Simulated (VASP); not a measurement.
# Ru (Immm) in VASP: further runs

One crystal, Ru, is run at these levels: LDA; tasks: single point.

Program: VASP 6.6.1. These are calculated values, not measurements. Logs are shortened: lines on timing, memory, paths and dates and some standing lists are left out, and cuts for length are marked.

### Step 1. The cell of the first run

It takes space group Immm (No. 71, orthorhombic). The conventional cell has a = 2.607 Å, b = 2.810 Å, c = 3.830 Å, α = 90.00°, β = 90.00°, γ = 90.00°. Around Ru (site symmetry mmm) lie 12 Ru at 2.61 to 2.81 Å.

This isn't the form of Ru at room conditions, which is hcp.

### Step 2. Single point, LDA (strain +0.0750 x Voigt [0, 0, 0, 0, 1, 0], atoms carried along)

Input file INCAR:

```
ALGO     = Fast           # electronic algorithm
EDIFF    = 1E-7           # SCF threshold, eV
ENCUT    = 520            # plane-wave cutoff, eV
GGA      = CA             # functional
ISIF     = 2              # what is computed and relaxed
ISMEAR   = 0              # smearing method
LASPH    = True           # aspherical terms in the spheres
LCHARG   = False          # write CHGCAR
LREAL    = False          # projectors in reciprocal space
LWAVE    = False          # write WAVECAR
NBANDS   = 13             # bands
NELM     = 100            # most SCF steps
PREC     = Accurate       # precision mode
SIGMA    = 0.15           # smearing width, eV
```

Input file KPOINTS:

```
k-points
0
Gamma
  22 22 22
```

Input file POSCAR:

```
Ru
1.0
    0.0718125000      1.9150000000      1.9150000000
    1.9868125000      0.0000000000      1.9868125000
    1.9150000000      1.9150000000      0.0718125000
Ru
1
Direct
    0.0000000000      0.0000000000      0.0000000000
```

Potentials or basis: VASP PAW LDA potentials, release 64 (Ru_pv).

The run is started by

```sh
$ cat potpaw_LDA.64/Ru_pv/POTCAR > POTCAR
$ mpirun -np 1 vasp_std > vasp.out
```

OUTCAR:

```text
EDIFF = 1E-7
   ENCUT = 520
   GGA = CA
   ISIF = 2
   ISMEAR = 0
   LASPH = True
   LREAL = False
   NELM = 100
   PREC = Accurate

 ion  position               nearest neighbor table
   1  0.000  0.000  0.000-

  LATTYP: Found a body centered orthorhombic cell.
 ALAT       =     2.6066607605
 B/A-ratio  =     1.0779220779
 C/A-ratio  =     1.4693127921

  Lattice vectors:

 A1 = (   0.0718125000,  -1.9150000000,   1.9150000000)
 A2 = (  -0.0718125000,  -1.9150000000,  -1.9150000000)
 A3 = (   1.9150000000,   1.9150000000,   0.0718125000)

Analysis of symmetry for initial positions (statically):
=====================================================================
 Subroutine PRICEL returns:
 Original cell was already a primitive cell.

 Routine SETGRP: Setting up the symmetry group for a
 body centered orthorhombic supercell.

 Subroutine GETGRP returns: Found  8 space group operations
 (whereof  8 operations were pure point group operations)
 out of a pool of  8 trial point group operations.

The static configuration has the point symmetry D_2h.

Analysis of symmetry for dynamics (positions and initial velocities):
=====================================================================
 Subroutine PRICEL returns:
 Original cell was already a primitive cell.

 Routine SETGRP: Setting up the symmetry group for a
 body centered orthorhombic supercell.

 Subroutine GETGRP returns: Found  8 space group operations
 (whereof  8 operations were pure point group operations)
 out of a pool of  8 trial point group operations.

The dynamic configuration has the point symmetry D_2h.

 Subroutine INISYM returns: Found  8 space group operations
 (whereof  8 operations are pure point group operations),
 and found     1 'primitive' translations

----------------------------------------------------------------------------------------

                                     Primitive cell

  volume of cell :      14.0257

  direct lattice vectors                    reciprocal lattice vectors
     0.071812500  1.915000000  1.915000000    -0.271269201  0.261096606  0.271269201
     1.986812500  0.000000000  1.986812500     0.251659379 -0.261096606  0.251659379
     1.915000000  1.915000000  0.071812500     0.271269201  0.261096606 -0.271269201

  length of vectors
     2.709170913  2.809777183  2.709170913     0.464053226  0.441402677  0.464053226

  position of ions in fractional coordinates (direct lattice)
     0.000000000  0.000000000  0.000000000

  ion indices of the primitive-cell ions
   primitive index   ion index
                 1           1

----------------------------------------------------------------------------------------

 KPOINTS: k-points

Automatic generation of k-mesh.
 Grid dimensions read from file:
 generate k-points for:   22   22   22

 Generating k-lattice:

  Cartesian coordinates                     Fractional coordinates (reciprocal lattice)
    -0.012330418  0.011868028  0.012330418     0.045454545  0.000000000  0.000000000
     0.011439063 -0.011868028  0.011439063    -0.000000000  0.045454545 -0.000000000
     0.012330418  0.011868028 -0.012330418     0.000000000  0.000000000  0.045454545

  Length of vectors
     0.021093328  0.020063758  0.021093328

  Shift w.r.t. Gamma in fractional coordinates (k-lattice)
     0.000000000  0.000000000  0.000000000

 Subroutine IBZKPT returns following result:
 ===========================================

 Found   1530 irreducible k-points:

 Following reciprocal coordinates:
            Coordinates               Weight
  0.000000  0.000000  0.000000      1.000000
  0.045455  0.000000 -0.000000      4.000000
  0.090909  0.000000 -0.000000      4.000000
  0.136364  0.000000  0.000000      4.000000
  0.181818  0.000000  0.000000      4.000000
  0.227273  0.000000 -0.000000      4.000000
[... 16 lines left out ...]
  0.454545  0.045455  0.000000      8.000000
  0.500000  0.045455  0.000000      8.000000
 [... further k-points ...]
   k-points           NKPTS =   1530   k-points in BZ     NKDIM =   1530   number of bands    NBANDS=     13
   number of dos      NEDOS =    301   number of ions     NIONS =      1
   total plane-waves  NPLWV =   9600
   dimension x,y,z NGX =    20 NGY =   24 NGZ =   20
   dimension x,y,z NGXF=    40 NGYF=   48 NGZF=   40
   ions per type =               1
   NGX,Y,Z   is equivalent  to a cutoff of  12.27, 14.20, 12.27 a.u.
   NGXF,Y,Z  is equivalent  to a cutoff of  24.55, 28.40, 24.55 a.u.
 SYSTEM =  unknown system
   PREC   = accura    normal or accurate (medium, high low for compatibility)
   ISTART =      0    job   : 0-new  1-cont  2-samecut
   ICHARG =      2    charge: 1-file 2-atom 10-const
   ISPIN  =      1    spin polarized calculation?
   LNONCOLLINEAR =      F non collinear calculations
   LSORBIT =      F    spin-orbit coupling
   LASPH  =      T    aspherical Exc in radial PAW
   ENCUT  =  520.0 eV  38.22 Ry    6.18 a.u.   5.04  5.22  5.04*2*pi/ulx,y,z
   NELM   =    100;   NELMIN=  2; NELMDL= -5     # of ELM steps
   EDIFF  = 0.1E-06   stopping-criterion for ELM
   LREAL  =      F    real-space projection
   EDIFFG = 0.1E-05   stopping-criterion for IOM
   NSW    =      0    number of steps for IOM
   IBRION =     -1    ionic relax: 0-MD 1-quasi-New 2-CG
[... 8 lines left out ...]
   EMIN   =  10.00;   EMAX   =-10.00  energy-range for DOS
   EFERMI =   0.00;   METHOD = LEGACY
   ISMEAR =     0;   SIGMA  =   0.15  broadening in eV -4-tet -1-fermi 0-gaus
   EFERMI_NEDOS =   21; number of points for ismear=-14 and -15
   IALGO  =     68    algorithm
   IMIX   =      4    mixing-type and parameters
     AMIX     =   0.40;   BMIX     =  1.00
     AMIX_MAG =   1.60;   BMIX_MAG =  1.00
  volume/ion in A,a.u.               =      14.03        94.65
  Fermi-wavevector in a.u.,A,eV,Ry     =   1.636097  3.091776 36.420269  2.676814
  Thomas-Fermi vector in A             =   2.727460
   LORBIT       =      0    0 simple, 1 ext, 2 COOP (PROOUT), +10 PAW based schemes
   GGA     = CA    functional components
   LHFCALC =     F    Hartree Fock is set to
   AEXX    =    0.0000 exact exchange contribution
   IVDW    =     0    specifies the selected vdW correction
   LEPSILON=     F    determine dielectric tensor
   LRPA    =     F    only Hartree local field effects (RPA)
 non-spin polarized calculation
 RMM-DIIS sequential band-by-band and
 Gauss-broadening in eV      SIGMA  =   0.15
  energy-cutoff  :      520.00
  volume of cell :       14.03
 maximum number of plane-waves:       391
   NGX = 11   NGY = 11   NGZ = 11

 number of electron      14.0000001 magnetization

 Free energy of the ion-electron system (eV)
  ---------------------------------------------------
  ext. energy  EPLUGINS =         0.00000000
  ---------------------------------------------------
  free energy    TOTEN  =       -10.47198670 eV

  energy without entropy =      -10.45947632  energy(sigma->0) =      -10.46573151

 E-fermi :  12.0344     XC(G=0): -14.1779

 val. band max:       12.0332775926   @ k =   0.2727  -0.0909   0.1818
 cond. band min:      12.0355868688   @ k =  -0.4091  -0.2273   0.1818
 fundamental gap:      0.0023092762
 Fermi energy:        12.0343882466

 k-point     1 :       0.0000    0.0000    0.0000
  band No.  band energies     occupation
      1     -30.2496      2.00000
      2     -30.1953      2.00000
      3     -30.1240      2.00000
      4       4.2712      2.00000
      5       9.0371      2.00000
      6       9.3811      2.00000
      7      10.0984      2.00000
      8      11.9543      1.54979
      9      11.9771      1.41102
     10      22.1566      0.00000
     11      27.0305      0.00000
     12      31.5140      0.00000
     13      32.6501      0.00000

 k-point     2 :       0.0455    0.0000   -0.0000
  band No.  band energies     occupation
      1     -30.2522      2.00000
      2     -30.2044      2.00000
      3     -30.1419      2.00000
      4       4.3627      2.00000
      5       9.0778      2.00000
      6       9.4111      2.00000
      7      10.0660      2.00000
      8      11.9155      1.73748
      9      11.9430      1.61090
     10      22.1566      0.00000
     11      27.1909      0.00000
     12      31.6719      0.00000
     13      32.5043      0.00000

 k-point     3 :       0.0909    0.0000   -0.0000
  band No.  band energies     occupation
      1     -30.2598      2.00000
      2     -30.2473      2.00000
      3     -30.1776      2.00000
      4       4.6291      2.00000
      5       9.1910      2.00000
      6       9.4564      2.00000
      7      10.0231      2.00000
      8      11.8138      1.96247
      9      11.8519      1.91459
     10      22.1565      0.00000
     11      27.6403      0.00000
     12      31.6379      0.00000
     13      32.1342      0.00000
[... 305 lines left out ...]
 k-point    23 :       0.4545    0.0455    0.0000
  band No.  band energies     occupation
      1     -31.1945      2.00000
      2     -30.3766      2.00000
      3     -30.3606      2.00000
      4       6.2556      2.00000
      5       8.9414      2.00000
      6       9.8615      2.00000
      7      12.2328      0.06134
      8      13.6896      0.00000
      9      14.2413      0.00000
     10      22.1507      0.00000
     11      22.8500      0.00000
     12      26.7799      0.00000
     13      32.0335      0.00000

 k-point    24 :       0.5000    0.0455    0.0000
  band No.  band energies     occupation
      1     -31.2257      2.00000
      2     -30.3835      2.00000
      3     -30.3652      2.00000
      4       6.2140      2.00000
      5       8.8954      2.00000
      6       9.8038      2.00000
      7      12.6188      0.00000
      8      13.8585      0.00000
      9      14.5148      0.00000
     10      22.1273      0.00000
     11      22.3121      0.00000
     12      26.5454      0.00000
     13      31.6217      0.00000

 [... further k-points ...]

------------------------ aborting loop because EDIFF is reached ----------------------------------------

  FORCE on cell =-STRESS in cart. coord.  units (eV):
  Direction    XX          YY          ZZ          XY          YZ          ZX
  --------------------------------------------------------------------------------------
  -------------------------------------------------------------------------------------
  Total       -1.4868186     -1.6567777     -1.4868186      0.0000000      0.0000000     -1.4863926
  in kB     -169.8413304   -189.2560002   -169.8413304      0.0000000      0.0000000   -169.7926756
  external PRESSURE =    -176.3128870 kB  Pullay stress =       0.0000000 kB

 VOLUME and BASIS-vectors are now :
 -----------------------------------------------------------------------------
  energy-cutoff  :      520.00
  volume of cell :       14.03
      direct lattice vectors                 reciprocal lattice vectors
     0.071812500  1.915000000  1.915000000    -0.271269201  0.261096606  0.271269201
     1.986812500  0.000000000  1.986812500     0.251659379 -0.261096606  0.251659379
     1.915000000  1.915000000  0.071812500     0.271269201  0.261096606 -0.271269201

 POSITION                                       TOTAL-FORCE (eV/Angst)
 -----------------------------------------------------------------------------------
      0.00000      0.00000      0.00000         0.000000      0.000000      0.000000
 -----------------------------------------------------------------------------------
    total drift:                                0.000000      0.000000      0.000000

  FREE ENERGIE OF THE ION-ELECTRON SYSTEM (eV)
  ---------------------------------------------------
  free  energy   TOTEN  =       -10.4719867046 eV

  energy  without entropy=      -10.4594763242  energy(sigma->0) =      -10.46573151
```

Wall time 2.8 min (1 thread of Intel Xeon Platinum 8559C (Emerald Rapids), shared host); peak memory 0.35 GiB.

Results:

- Free energy: -10.4720 eV
- Pressure: -17.6 GPa
- Band gap on the k mesh: none (metal or under the smearing width)

Caveat: so large a pressure means that the cell lies far from this level's equilibrium, or that cutoff or potentials fall short.

### Step 3. Single point, LDA (strain -0.0500 x Voigt [0, 0, 0, 0, 1, 0], atoms carried along)

Input file INCAR:

```
SYSTEM = Ru
PREC = Accurate
ENCUT = 520
EDIFF = 1E-6
ISMEAR = 0
SIGMA = 0.15
LREAL = .False.
LASPH = .True.
NELM = 100
ALGO = Fast
ISIF = 2
LWAVE = .False.
LCHARG = .True.
GGA = CA
LELF = .True.
LVHAR = .True.
NBANDS = 13
```

Input file KPOINTS:

```
regular mesh
0
Gamma
  22 22 22
  0 0 0
```

Input file POSCAR:

```
Ru
1.0
   -0.0478750000      1.9150000000      1.9150000000
    1.8671250000      0.0000000000      1.8671250000
    1.9150000000      1.9150000000     -0.0478750000
Ru
1
Direct
    0.0000000000      0.0000000000      0.0000000000
```

Potentials or basis: VASP PAW LDA potentials, release 64 (Ru_pv).

The run is started by

```sh
$ cat potpaw_LDA.64/Ru_pv/POTCAR > POTCAR
$ mpirun -np 1 vasp_std > vasp.out
```

Wall time 2.2 min (1 thread of Intel Xeon Platinum 8559C (Emerald Rapids), shared host); peak memory 0.34 GiB.

Results (log left out):

```yaml
Free_energy: -10.5020 eV
Pressure: -18.9 GPa
Band_gap_on_the_k_mesh: none (metal or under the smearing width)
```

Stress tensor (GPa, compression positive):
```
-18.63   0.00  11.46
  0.00 -19.50   0.00
 11.46   0.00 -18.63
```

Levels at points of the mesh, in eV from the Fermi level:
| k point | band 3 | band 4 | band 5 | band 6 | band 7 | band 8 | band 9 | band 10 | band 11 | band 12 |
| --- | --- | --- | --- | --- | --- | --- | --- | --- | --- | --- |
| (0.00, 0.00, 0.00) | -42.18 | -7.75 | -2.82 | -2.55 | -2.12 | -0.10 | -0.09 | 10.12 | 15.03 | 19.83 |
| (0.50, 0.00, 0.00) | -42.30 | -5.87 | -2.83 | -2.23 | 0.75 | 1.40 | 1.77 | 9.27 | 10.13 | 14.85 |
| (0.00, 0.50, 0.00) | -42.37 | -5.86 | -2.94 | -2.36 | 1.27 | 1.55 | 1.90 | 10.00 | 10.16 | 14.47 |
| (0.50, 0.50, 0.00) | -42.57 | -6.12 | -5.67 | 1.53 | 2.13 | 2.24 | 3.55 | 10.12 | 13.16 | 13.18 |
| (0.50, 0.00, 0.50) | -42.50 | -6.12 | -5.68 | 1.64 | 2.15 | 2.16 | 3.53 | 10.12 | 12.28 | 13.23 |

Caveat: so large a pressure means that the cell lies far from this level's equilibrium, or that cutoff or potentials fall short.
